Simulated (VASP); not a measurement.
Crystal: FeO (Wuestite).

```xyz
2
Lattice="0.0000 2.1554 2.1554 2.1554 0.0000 2.1554 2.1554 2.1554 0.0000" Properties=species:S:1:pos:R:3 pbc="T T T"
Fe    0.0000    0.0000    0.0000
O     2.1554    2.1554    2.1554
```

```yaml
Program: VASP 6.6.1
Task: relaxation of cell and atoms
Functional: SCAN
Potentials_or_basis: VASP PAW PBE potentials, release 64 (Fe, O)
Cutoff: 600 eV
k_mesh: 8 × 8 × 8
Occupations: fermi-dirac, width 0.05 eV
Spin: collinear spin, ferromagnetic start
Starting_moments: "[3.0, 0.0] μB"
```

At the start: pressure -8.2 GPa; volume 10.01 Å³/atom.

Problem. How do energy, volume and symmetry change on relaxing?

Solution. Over 4 steps the energy falls by 9.1 meV/atom and the volume is 9.62 Å³/atom (-3.9 %); space group Fm-3m (No. 225, to 0.05 Å); moment 4.00 μB per cell.

Step by step:
```
step  energy change (eV)  largest force (eV/Å)  pressure (GPa)  volume (Å³)
   1              0.0000                0.0000           -8.23        20.03
   2              0.0017                0.0000            8.68        18.57
   3             -0.0183                0.0000           -0.97        19.32
   4             -0.0182                0.0000           -0.06        19.24
```

Final structure:
```
Fe O
1.0
     0.00000    2.12678    2.12678
     2.12678    0.00000    2.12678
     2.12678    2.12678    0.00000
Fe O
1 1
Direct
  0.00000 0.00000 0.00000
  0.50000 0.50000 0.50000
```

Caveat: the PAW data sets were made with another functional, which shifts forces and pressure a little; a cell with one magnetic atom can't hold antiferromagnetic order, which such compounds often take.
